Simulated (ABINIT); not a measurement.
The system is Ge.

```
Ge
1.0
     0.00000    2.82891    2.82891
     2.82891    0.00000    2.82891
     2.82891    2.82891    0.00000
Ge
2
Direct
  0.75000 0.75000 0.75000
  0.50000 0.50000 0.50000
```

* Program: ABINIT 10.8.3 (patched build)
* Task: relaxation of cell and atoms
* Functional: PBE
* Potentials or basis: JTH PAW PBE v2.0
* Cutoff: 599 eV
* k mesh: 8 × 8 × 8
* Occupations: fermi-dirac, width 0.05 eV
* Spin: no spin polarisation

At the start: pressure 3.8 GPa; volume 22.64 Å³/atom.

Problem. How do energy, volume and symmetry change on relaxing?

Solution. Over 4 steps the energy falls by 15.0 meV/atom and the volume is 23.96 Å³/atom (+5.8 %); space group Fd-3m (No. 227, to 0.05 Å).

Step by step:
```csv
step,energy change (eV),largest force (eV/Å),pressure (GPa),volume (Å³)
1,0.0000,0.0000,3.80,45.28
2,-0.0111,0.0000,2.95,45.81
3,-0.0299,0.0000,0.18,47.78
4,-0.0300,0.0000,0.01,47.91
```

Final structure:
```
Ge
1.0
     0.00000    2.88276    2.88276
     2.88276    0.00000    2.88276
     2.88276    2.88276    0.00000
Ge
2
Cartesian
  4.3241 4.3241 4.3241
  2.8828 2.8828 2.8828
```

The cell as given is a measured one (22.64 Å³/atom); PBE puts the equilibrium volume +5.8 % from it, thermal expansion not counted.
